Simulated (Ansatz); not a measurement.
Base system: BaSnO3 in the cubic perovskite structure (space group Pm-3m, No. 221; a = 4.122 Å). Axes: x, y, z lie along the cube axes.

Level of theory: plane-wave PAW DFT at the PBEsol level (Ansatz, a program for electronic structure, 420 eV), no spin-orbit coupling, earlier PAW set.

For the base:

- Pressure: 0.01 GPa
- Band gap: 0.86 eV

One thing is altered: the cell is compressed by 0.64 % along x with no lateral relaxation; the atoms relax in the strained cell.

**Question.** Predict the new pressure.

**Answer.** The pressure (mean of the normal stresses, compression positive) rises by 0.99 GPa (0.01 GPa → 1.00 GPa).

**Question.** Estimate the effect on the band gap.

**Answer.** The band gap increases by 0.08 eV to 0.94 eV.

**Question.** What does the calculation give for the energy relative to the base after the change?

**Answer.** The energy grows by 0.5 meV/atom.

Whether these cells are dynamically stable was not tested.
